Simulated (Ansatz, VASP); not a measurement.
Given: the input of a run of Ansatz 0.2.0 on ZnAu.

The input input.yaml:

```yaml
crystal:
  lattice:
    - [3.167841667, 0.0, 0.0]
    - [0.0, 3.167841667, 0.0]
    - [0.0, 0.0, 3.167841667]
  atoms:
    - { symbol: Au, position: [0.0, 0.0, 0.0] }
    - { symbol: Zn, position: [0.5, 0.5, 0.5] }
kpoints:
  mp_grid: { grid: [8, 8, 8] }
scf:
  occupations: { method: fermi_dirac, width: 0.05 }
hamiltonian:
  xc: pbe
  pseudopotentials: { kind: all_electron, lapw: { basis_error: 0.0005 } }
output:
  forces: true
  stress: true
  eigenvalues: true
```

Potentials or basis: all-electron LAPW, scalar-relativistic.

Command:

```console
$ ansatz run input.yaml --threads 1 --pin off --max-ram 3072MiB --backend cpu --events-out ev --progress --plain --runs-dir out
```

Problem. Set up the same calculation for VASP 6.6.1. Potentials there: VASP PAW PBE potentials, release 64 (Au, Zn).

Solution. As run (the cutoff follows the program's own potentials):

The input INCAR:

```
  PREC = Accurate
  ENCUT = 520
  EDIFF = 1E-6
  ISMEAR = -1
  SIGMA = 0.05
  LREAL = False
  LASPH = True
  NELM = 60
  ALGO = Normal
  ISIF = 2
  LWAVE = False
  LCHARG = False
  GGA = PE
  NBANDS = 18
```

File KPOINTS:

```
Automatic mesh
0
Gamma
  8 8 8
```

Contents of POSCAR:

```
ZnAu
1.0
    3.1678416670      0.0000000000      0.0000000000
    0.0000000000      3.1678416670      0.0000000000
    0.0000000000      0.0000000000      3.1678416670
Au Zn
1 1
Direct
    0.0000000000      0.0000000000      0.0000000000
    0.5000000000      0.5000000000      0.5000000000
```

Potentials or basis: VASP PAW PBE potentials, release 64 (Au, Zn).

Command:

```console
$ cat potpaw_PBE.64/Au/POTCAR potpaw_PBE.64/Zn/POTCAR > POTCAR
$ mpirun -np 1 vasp_std > vasp.out
```

Both were run:

|  | VASP | Ansatz | Ansatz less VASP |
| --- | --- | --- | --- |
| gap on the k mesh at the Fermi level (eV) | none | none | - |
| pressure (GPa) | 2.5 | 2.4 | -0.06 |

A gap of «none» marks a metal or a gap that the smearing closes. Ansatz ran all-electron here, so the differences hold the error of VASP's frozen core and of both bases.

Spin-orbit coupling is left out, which matters for the levels of Au.
